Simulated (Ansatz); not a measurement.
**Fe: equation of state with PBE**

Crystal: Fe.

```xyz
2
Lattice="2.4342 0.0000 0.0000 -1.2171 2.1080 0.0000 0.0000 0.0000 3.8419" Properties=species:S:1:pos:R:3 pbc="T T T"
Fe    1.2171    0.7027    2.8815
Fe    0.0000    1.4054    0.9605
```

This isn't the form of Fe at room conditions, which is bcc.

| Property | Result |
| --- | --- |
| Program | Ansatz 0.2.0 |
| Task | equation of state |
| Functional | PBE |
| Potentials or basis | Ansatz PAW |
| Cutoff | 420 eV |
| Density cutoff | 1680 eV |
| k mesh | 12 × 12 × 7 |
| Occupations | fermi-dirac, width 0.05 eV |
| Spin | collinear spin, ferromagnetic start |
| Starting moments | [3.0, 3.0] μB |

```
Equilibrium volume                        : 10.20 Å³/atom
Bulk modulus at fixed shape and positions : 290 GPa
Pressure derivative of the bulk modulus   : 4.6
```

Energy against volume, from the lowest point:
| volume (Å³/atom) | energy (meV/atom) |
| --- | --- |
| 9.266 | 91.94 |
| 9.463 | 54.88 |
| 9.660 | 28.16 |
| 9.857 | 10.73 |
| 10.054 | 1.63 |
| 10.251 | 0.00 |
| 10.448 | 5.08 |

All runs of the series together: 27 s on 2 threads of Arm Neoverse V1 (shared host).

Caveat: the cell was scaled at fixed shape and fractional positions, which overstates the stiffness of a crystal with free parameters, most of all of layers and chains.
